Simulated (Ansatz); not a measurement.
In, DFT, PBE, all-electron LAPW, scalar-relativistic (Ansatz 0.2.0), run on 1 thread of AMD EPYC 9R45 96-Core Processor (Zen 5) on a shared host.

The cell is the one relaxed in the Materials Project (mp-1184502), not relaxed further here; entries there can be hypothetical. The listed cell was then made from it by scaling, straining or moving an atom.

Command: `ansatz run input.yaml --threads 1 --pin off --max-ram 6144MiB --backend cpu --events-out ev --progress --plain --runs-dir out`

```yaml
crystal:
  lattice:
    - [1.8072082443, 1.1121217665, 8.2469672812]
    - [-1.5320653889, 1.062032662, 8.1968781767]
    - [0.0941929908, -1.8048185823, 8.178544292]
  atoms:
    - { symbol: In, position: [0.0, 0.0, 0.0] }
    - { symbol: In, position: [0.77801224, 0.77801224, 0.77801224] }
    - { symbol: In, position: [0.22198776, 0.22198776, 0.22198776] }
kpoints:
  mp_grid: { grid: [14, 14, 14] }
  band_path:
    path:
      - [0.0, 0.0, 0.0]
      - [-0.5, -0.5, -0.5]
      - [0.5, 0.0, 0.0]
      - [0.0, 0.0, 0.0]
      - [0.0, 0.0, 0.5]
      - [0.0, -0.5, 0.0]
      - [0.0, 0.0, 0.0]
      - [0.5, 0.0, 0.5]
      - [-0.5, -0.5, 0.0]
    npoints: 5
scf:
  occupations: { method: fermi_dirac, width: 0.05 }
hamiltonian:
  xc: pbe
  pseudopotentials: { kind: all_electron, lapw: { basis_error: 0.0005 } }
output:
  forces: true
  stress: true
  eigenvalues: true
```

(1) How large is the problem that the program sets up?

(2) About how long does it take, and how much memory does it use?

Results:

(1) 1376 irreducible k-points, 469 plane waves at Γ, 38 bands.

(2) 4.8 min of wall time for 9 SCF iterations, with a peak of 4.6 GiB. Times on shared machines scatter by tens of per cent.
